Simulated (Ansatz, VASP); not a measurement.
## BAs: VASP beside Ansatz

```xyz
2
Lattice="0.0000 2.4044 2.4044 2.4044 0.0000 2.4044 2.4044 2.4044 0.0000" Properties=species:S:1:pos:R:3 pbc="T T T"
B     0.0000    0.0000    0.0000
As    1.2022    1.2022    1.2022
```

Alike in both runs: task single point; functional r2SCAN; k mesh 10 × 10 × 10; occupations gaussian, width 0.02 eV; no spin polarisation.

|  | VASP | Ansatz |
| --- | --- | --- |
| version | VASP 6.6.1 | Ansatz 0.2.0 |
| potentials or method | VASP PAW PBE potentials, release 64 (B, As) | scalar-relativistic, plane waves, PAW |
| plane-wave cutoff (eV) | 520 | 500 |
| valence electrons in the cell | 8 | 18 |

VASP gave:

| Item | Value |
| --- | --- |
| gap on the k mesh at the Fermi level (eV) | 1.39 |
| least direct gap on the mesh (eV) | 3.42 |
| pressure (GPa) | -1.9 |

Task: Estimate Ansatz's values.

Result: gap on the k mesh at the Fermi level (eV): 1.39; least direct gap on the mesh (eV): 3.42; pressure (GPa): -2.1.

The two sets of potentials don't hold the same shells in valence.

Caveats: the PAW data sets were made with another functional, which shifts forces and pressure a little (VASP). A k mesh can miss the band edges.
